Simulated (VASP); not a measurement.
## Cu2O: single point with HSE06

**What was measured.**

“Importance of surface oxygen vacancies for ultrafast hot carrier relaxation and transport in Cu2O”, 2021, arxiv:2103.03167 quotes, for a bulk crystal of Cu2O: band gap 2.17 eV (direct).

The system is Cu2O.

```
CELL_PARAMETERS angstrom
4.26000 0.00000 0.00000
0.00000 4.26000 0.00000
0.00000 0.00000 4.26000
ATOMIC_POSITIONS crystal
Cu 0.25000 0.25000 0.25000
Cu 0.25000 0.75000 0.75000
Cu 0.75000 0.75000 0.25000
Cu 0.75000 0.25000 0.75000
O 0.00000 0.00000 0.00000
O 0.50000 0.50000 0.50000
```

```
Program             : VASP 6.6.1
Task                : single point
Functional          : HSE06
Potentials or basis : VASP PAW PBE potentials, release 64 (Cu, O)
Cutoff              : 520 eV
k mesh              : 4 × 4 × 4
Occupations         : fermi-dirac, width 0.05 eV
Spin                : no spin polarisation
```

```json
{"Pressure": "2.6 GPa", "Band gap on the k mesh": "2.04 eV, direct"}
```

Levels at points of the mesh, in eV from the valence-band top:
```tsv
k point	band 26	band 27	band 28	band 29	band 30	band 31
(0.00, 0.00, 0.00)	0.00	0.00	0.00	2.04	2.52	2.52
(0.50, 0.00, 0.00)	-1.73	-0.32	-0.32	3.85	3.85	5.67
(0.50, 0.50, 0.00)	-1.76	-0.70	-0.70	3.40	3.40	5.53
(0.50, 0.50, 0.50)	-0.77	-0.77	-0.77	3.86	3.86	3.86
```

Run time: 21 min on 1 thread of Intel(R) Xeon(R) 6975P-C (Granite Rapids), on a shared host, peak memory 0.3 GiB.

Measured gap of Cu2O: 2.17 eV (direct; quoted in “Importance of surface oxygen vacancies for ultrafast hot carrier relaxation and transport in Cu2O”, 2021, arxiv:2103.03167). This calculation gives 2.04 eV (-0.13 eV). The value is that of HSE06, without temperature or zero-point motion.

Caveat: the PAW data sets were made with another functional, which shifts forces and pressure a little.
